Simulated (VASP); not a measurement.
Wanted: the native input for a VASP 6.6.1 run.

```yaml
Task: band structure
Functional: PBE
Potentials_or_basis: VASP PAW PBE potentials, release 64 (Pt, Se)
Cutoff: 520 eV
k_mesh: 6 × 6 × 3
Occupations: gaussian, width 0.03 eV
Spin: no spin polarisation
Grid_for_exact_exchange_PRECFOCK: Fast
Further_INCAR_settings: ALGO = Fast; EDIFF = 1e-06; NBANDS = 18
```

The structure of PtSe2 (Sudovikovite) lies in POSCAR:

```
PtSe2                                   
1.0
    3.7683257453     -0.0000000000     -0.0000000000
   -1.8841628726      3.2634658251     -0.0000000000
    0.0000000000     -0.0000000000      4.8198134897
  Pt              Se            
     1     2
Direct
     0.0000000000000000    0.0000000000000000    0.0000000000000000
     0.3333333332999970    0.6666666667000030    0.2665143349462603
     0.6666666667000030    0.3333333332999970    0.7334856650537398
```

These files were run (other wordings do the same):

INCAR

```
SYSTEM = PtSe2
PREC = Accurate
ENCUT = 520
EDIFF = 1E-6
ISMEAR = 0
SIGMA = 0.03
LREAL = .False.
LASPH = .True.
NELM = 80
ALGO = Fast
ISIF = 2
LWAVE = .False.
LCHARG = .False.
LMAXMIX = 4
GGA = PE
NBANDS = 18
KPAR = 4
```

KPOINTS

```
Automatic mesh
0
Gamma
  6 6 3
  0 0 0
```

KPOINTS_OPT

```
explicit points
6
Reciprocal
 0.0000000000  0.0000000000  0.0000000000 1
 0.0000000000  0.0000000000  0.5000000000 1
 0.3333333333  0.3333333333  0.5000000000 1
 0.3333333333  0.3333333333  0.0000000000 1
 0.5000000000  0.0000000000  0.5000000000 1
 0.5000000000  0.0000000000  0.0000000000 1
```

Potentials or basis: VASP PAW PBE potentials, release 64 (Pt, Se).

The run is started by

```sh
$ cat potpaw_PBE.64/Pt/POTCAR potpaw_PBE.64/Se/POTCAR > POTCAR
$ mpirun -np 4 vasp_std > vasp.out
```

Results of the run:

| Quantity | Value |
| --- | --- |
| Pressure | 4.2 GPa |
| Largest force | 0.109 eV/Å |
| Band gap along the path | none (metal or under the smearing width) |

Caveat: the k mesh is coarse (spacing up to 0.43 Å⁻¹), so the values aren't converged; spin-orbit coupling is left out, which moves the levels of the heavy elements.

Wall time 6.9 s on 4 MPI ranks on Intel(R) Xeon(R) Platinum 8559C (Emerald Rapids) (shared host), peak memory 0.17 GiB a rank.
